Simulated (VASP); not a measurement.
# Mo (Im-3m) in VASP: further runs

Runs on Mo. Level: LDA. Tasks: single point.

Everything below comes from runs of VASP 6.6.1. Logs are shortened: lines on timing, memory, paths and dates and some standing lists are left out, and cuts for length are marked.

## 1. The undisturbed crystal

It takes space group Im-3m (No. 229, cubic). The conventional cell has a = 3.168 Å, b = 3.168 Å, c = 3.168 Å, α = 90.00°, β = 90.00°, γ = 90.00°. Around Mo (site symmetry m-3m) lie 8 Mo at 2.74 Å.

## 2. Single point, LDA (grid = ENCUT=520 dk=0.35 cell=2x2x2 ISMEAR=1 SIGMA=0.1 LREAL=Auto EDIFF=1e-06)

INCAR

```
  PREC = Accurate
  ENCUT = 520
  EDIFF = 1E-6
  ISMEAR = 1
  SIGMA = 0.1
  LREAL = Auto
  LASPH = True
  NELM = 120
  ALGO = Fast
  ISIF = 2
  LWAVE = False
  LCHARG = False
  NBANDS = 64
```

KPOINTS

```
Automatic mesh
0
Gamma
  5 5 5
```

POSCAR

```
Mo
1.0
   -3.1676179438      3.1676179438      3.1676179438
    3.1676179438     -3.1676179438      3.1676179438
    3.1676179438      3.1676179438     -3.1676179438
Mo
8
Direct
    0.0000000000      0.0000000000      0.0000000000
    0.0000000000      0.0000000000      0.5000000000
    0.0000000000      0.5000000000      0.0000000000
    0.0000000000      0.5000000000      0.5000000000
    0.5000000000      0.0000000000      0.0000000000
    0.5000000000      0.0000000000      0.5000000000
    0.5000000000      0.5000000000      0.0000000000
    0.5000000000      0.5000000000      0.5000000000
```

Potentials or basis: VASP PAW LDA potentials, release 64 (Mo_sv).

Launch:

```
$ cat potpaw_LDA.64/Mo_sv/POTCAR > POTCAR
$ mpirun -np 1 vasp_std > vasp.out
```

OUTCAR:

```text
PREC = Accurate
   ENCUT = 520
   EDIFF = 1E-6
   ISMEAR = 1
   LREAL = Auto
   LASPH = True
   NELM = 120
   ISIF = 2

 Found     10 irreducible k-points:

 Following reciprocal coordinates:
            Coordinates               Weight
  0.000000  0.000000  0.000000      1.000000
  0.200000  0.000000  0.000000     12.000000
  0.400000  0.000000  0.000000     12.000000
  0.200000  0.200000  0.000000     24.000000
  0.400000  0.200000  0.000000     24.000000
  0.200000  0.200000  0.200000      8.000000
   k-points           NKPTS =     10   k-points in BZ     NKDIM =     10   number of bands    NBANDS=     64
   number of dos      NEDOS =    301   number of ions     NIONS =      8
   total plane-waves  NPLWV =  74088
   dimension x,y,z NGX =    42 NGY =   42 NGZ =   42
   dimension x,y,z NGXF=    84 NGYF=   84 NGZF=   84
   ions per type =               8
   NGX,Y,Z   is equivalent  to a cutoff of  12.73, 12.73, 12.73 a.u.
   NGXF,Y,Z  is equivalent  to a cutoff of  25.45, 25.45, 25.45 a.u.
 SYSTEM =  unknown system
   PREC   = accura    normal or accurate (medium, high low for compatibility)
   ISTART =      0    job   : 0-new  1-cont  2-samecut
   ICHARG =      2    charge: 1-file 2-atom 10-const
   ISPIN  =      1    spin polarized calculation?
   LNONCOLLINEAR =      F non collinear calculations
   LSORBIT =      F    spin-orbit coupling
   LASPH  =      T    aspherical Exc in radial PAW
   ENCUT  =  520.0 eV  38.22 Ry    6.18 a.u.  10.20 10.20 10.20*2*pi/ulx,y,z
   NELM   =    120;   NELMIN=  2; NELMDL= -5     # of ELM steps
   EDIFF  = 0.1E-05   stopping-criterion for ELM
   LREAL  =      T    real-space projection
   EDIFFG = 0.1E-04   stopping-criterion for IOM
   NSW    =      0    number of steps for IOM
   IBRION =     -1    ionic relax: 0-MD 1-quasi-New 2-CG
   NFREE  =      0    steps in history (QN), initial steepest desc. (CG)
   ISIF   =      2    stress and relaxation
   ISYM   =      2    0-nonsym 1-usesym 2-fastsym
   POTIM  = 0.5000    time-step for ionic-motion
   TEBEG  =    0.0;   TEEND  =   0.0 temperature during run
   PSTRESS=    0.0 pullay stress
   NELECT =     112.0000    total number of electrons
   NUPDOWN=      -1.0000    fix difference up-down
   EMIN   =  10.00;   EMAX   =-10.00  energy-range for DOS
   EFERMI =   0.00;   METHOD = LEGACY
   ISMEAR =     1;   SIGMA  =   0.10  broadening in eV -4-tet -1-fermi 0-gaus
   EFERMI_NEDOS =   21; number of points for ismear=-14 and -15
   IALGO  =     68    algorithm
   IMIX   =      4    mixing-type and parameters
     AMIX     =   0.40;   BMIX     =  1.00
     AMIX_MAG =   1.60;   BMIX_MAG =  1.00
  volume/ion in A,a.u.               =      15.89       107.24
  Fermi-wavevector in a.u.,A,eV,Ry     =   1.569380  2.965698 33.510508  2.462953
  Thomas-Fermi vector in A             =   2.671271
   LORBIT       =      0    0 simple, 1 ext, 2 COOP (PROOUT), +10 PAW based schemes
   GGA     = CA    functional components
   LHFCALC =     F    Hartree Fock is set to
   AEXX    =    0.0000 exact exchange contribution
   IVDW    =     0    specifies the selected vdW correction
   LEPSILON=     F    determine dielectric tensor
   LRPA    =     F    only Hartree local field effects (RPA)
 non-spin polarized calculation
 RMM-DIIS sequential band-by-band and
 Methfessel and Paxton  Order N= 1 SIGMA  =   0.10
  energy-cutoff  :      520.00
  volume of cell :      127.13
 maximum number of plane-waves:      3463
 NGX is ok and might be reduce to    42
   NGX = 21   NGY = 21   NGZ = 21

 number of electron     112.0000033 magnetization

 Free energy of the ion-electron system (eV)
  ---------------------------------------------------
  ext. energy  EPLUGINS =         0.00000000
  ---------------------------------------------------
  free energy    TOTEN  =       -96.66930331 eV

  energy without entropy =      -96.67091219  energy(sigma->0) =      -96.66983961

 E-fermi :  12.3265     XC(G=0): -13.5077

 val. band max:       12.3056958785   @ k =  -0.4000   0.4000   0.4000
 cond. band min:      12.3308608498   @ k =  -0.4000   0.4000   0.4000
 fundamental gap:      0.0251649713
 Fermi energy:        12.3264561175

 k-point     1 :       0.0000    0.0000    0.0000
  band No.  band energies     occupation
      1     -48.7021      2.00000
      2     -48.4476      2.00000
      3     -48.4476      2.00000
      4     -48.4476      2.00000
      5     -48.4476      2.00000
      6     -48.4476      2.00000
[... 56 lines left out ...]
     63      13.8419     -0.00000
     64      13.8455     -0.00000

 k-point     2 :       0.2000    0.0000    0.0000
  band No.  band energies     occupation
      1     -48.6783      2.00000
      2     -48.4723      2.00000
      3     -48.4476      2.00000
      4     -48.4476      2.00000
      5     -48.4476      2.00000
      6     -48.4476      2.00000
[... 56 lines left out ...]
     63      13.8220     -0.00000
     64      13.8847     -0.00000

 k-point     3 :       0.4000    0.0000    0.0000
  band No.  band energies     occupation
      1     -48.6154      2.00000
      2     -48.5368      2.00000
      3     -48.4478      2.00000
      4     -48.4478      2.00000
      5     -48.4478      2.00000
      6     -48.4478      2.00000
[... 56 lines left out ...]
     63      13.5257     -0.00000
     64      13.5279     -0.00000

 k-point     4 :       0.2000    0.2000    0.0000
  band No.  band energies     occupation
      1     -48.6349      2.00000
      2     -48.4924      2.00000
      3     -48.4924      2.00000
      4     -48.4615      2.00000
      5     -48.4277      2.00000
      6     -48.4170      2.00000
[... 56 lines left out ...]
     63      13.7465     -0.00000
     64      13.9652     -0.00000

 k-point     5 :       0.4000    0.2000    0.0000
  band No.  band energies     occupation
      1     -48.5641      2.00000
      2     -48.5641      2.00000
      3     -48.5001      2.00000
      4     -48.4668      2.00000
      5     -48.4202      2.00000
      6     -48.4119      2.00000
[... 56 lines left out ...]
     63      13.7542     -0.00000
     64      13.7684     -0.00000

 k-point     6 :       0.2000    0.2000    0.2000
  band No.  band energies     occupation
      1     -48.5818      2.00000
      2     -48.5156      2.00000
      3     -48.5156      2.00000
      4     -48.5156      2.00000
      5     -48.3937      2.00000
      6     -48.3937      2.00000
[... 56 lines left out ...]
     63      13.7209     -0.00000
     64      13.7792     -0.00000

 [... further k-points ...]

------------------------ aborting loop because EDIFF is reached ----------------------------------------

  FORCE on cell =-STRESS in cart. coord.  units (eV):
  Direction    XX          YY          ZZ          XY          YZ          ZX
  --------------------------------------------------------------------------------------
  -------------------------------------------------------------------------------------
  Total      -10.8328234    -10.8328234    -10.8328234      0.0000000      0.0000000      0.0000000
  in kB     -136.5192434   -136.5192434   -136.5192434      0.0000000      0.0000000      0.0000000
  external PRESSURE =    -136.5192434 kB  Pullay stress =       0.0000000 kB

 VOLUME and BASIS-vectors are now :
 -----------------------------------------------------------------------------
  energy-cutoff  :      520.00
  volume of cell :      127.13
      direct lattice vectors                 reciprocal lattice vectors
    -3.167617944  3.167617944  3.167617944     0.000000000  0.157847319  0.157847319
     3.167617944 -3.167617944  3.167617944     0.157847319  0.000000000  0.157847319
     3.167617944  3.167617944 -3.167617944     0.157847319  0.157847319  0.000000000

 POSITION                                       TOTAL-FORCE (eV/Angst)
 -----------------------------------------------------------------------------------
      0.00000      0.00000      0.00000         0.000000     -0.000000      0.000000
      1.58381      1.58381     -1.58381        -0.000000      0.000000      0.000000
      1.58381     -1.58381      1.58381         0.000000     -0.000000     -0.000000
      3.16762      0.00000      0.00000         0.000000      0.000000     -0.000000
     -1.58381      1.58381      1.58381        -0.000000     -0.000000      0.000000
      0.00000      3.16762      0.00000        -0.000000      0.000000      0.000000
      0.00000      0.00000      3.16762         0.000000     -0.000000     -0.000000
      1.58381      1.58381      1.58381        -0.000000      0.000000     -0.000000
 -----------------------------------------------------------------------------------
    total drift:                               -0.000000     -0.000000      0.000000

  FREE ENERGIE OF THE ION-ELECTRON SYSTEM (eV)
  ---------------------------------------------------
  free  energy   TOTEN  =       -96.6693033144 eV

  energy  without entropy=      -96.6709121934  energy(sigma->0) =      -96.66983961
```

It took 4.4 min on 1 thread of Intel Xeon Platinum 8175M at 2.50GHz (Skylake/Cascade Lake), shared host; peak memory 0.23 GiB.

These settings aren't checked as converged: the numbers below hold their error.

What came out:

* Free energy: -96.6693 eV
* Pressure: -13.7 GPa
* Band gap on the k mesh: none (metal or under the smearing width)

## 3. Single point, LDA (grid = ENCUT=400 dk=0.27 cell=2x2x2 ISMEAR=1 SIGMA=0.1 LREAL=Auto EDIFF=1e-06)

INCAR: that of step 2 with these lines changed.

```diff
@@ -1,3 +1,3 @@
   PREC = Accurate
-  ENCUT = 520
+  ENCUT = 400
   EDIFF = 1E-6
```

KPOINTS

```
Automatic mesh
0
Gamma
  6 6 6
```

POSCAR is that of step 2.

Potentials or basis: VASP PAW LDA potentials, release 64 (Mo_sv).

Launch:

```
$ cat potpaw_LDA.64/Mo_sv/POTCAR > POTCAR
$ mpirun -np 1 vasp_std > vasp.out
```

Wall time 3.6 min (1 thread of Intel Xeon Platinum 8175M at 2.50GHz (Skylake/Cascade Lake), shared host); peak memory 0.2 GiB.

These settings aren't checked as converged: the numbers below hold their error.

What came out:

| Quantity | Value |
| --- | --- |
| Free energy | -96.9016 eV |
| Pressure | -13.9 GPa |
| Band gap on the k mesh | none (metal or under the smearing width) |

## 4. Single point, LDA (grid = ENCUT=650 dk=0.35 cell=2x2x2 ISMEAR=1 SIGMA=0.1 LREAL=Auto EDIFF=1e-06)

INCAR: that of step 3 with these lines changed.

```diff
@@ -1,3 +1,3 @@
   PREC = Accurate
-  ENCUT = 400
+  ENCUT = 650
   EDIFF = 1E-6
```

KPOINTS

```
Automatic mesh
0
Gamma
  5 5 5
```

POSCAR is that of step 3.

Launch:

```
$ cat potpaw_LDA.64/Mo_sv/POTCAR > POTCAR
$ mpirun -np 1 vasp_std > vasp.out
```

It took 4.4 min on 1 thread of Intel Xeon Platinum 8175M at 2.50GHz (Skylake/Cascade Lake), shared host; peak memory 0.28 GiB.

The run converged, but some of its settings lie outside the range that counts as converged, so its numbers aren't taken as properties of the crystal.

Results:

- Free energy: -96.6664 eV
- Pressure: -13.4 GPa
- Band gap on the k mesh: none (metal or under the smearing width)

## 5. For comparison

An earlier run on the cell as given: functional PBE; potentials or basis VASP PAW PBE potentials, release 64 (Mo_sv); cutoff 520 eV; k mesh 12 × 12 × 12; occupations fermi-dirac, width 0.05 eV; no spin polarisation.

- Pressure: -1.4 GPa
- Band gap on the k mesh: none (metal or under the smearing width)
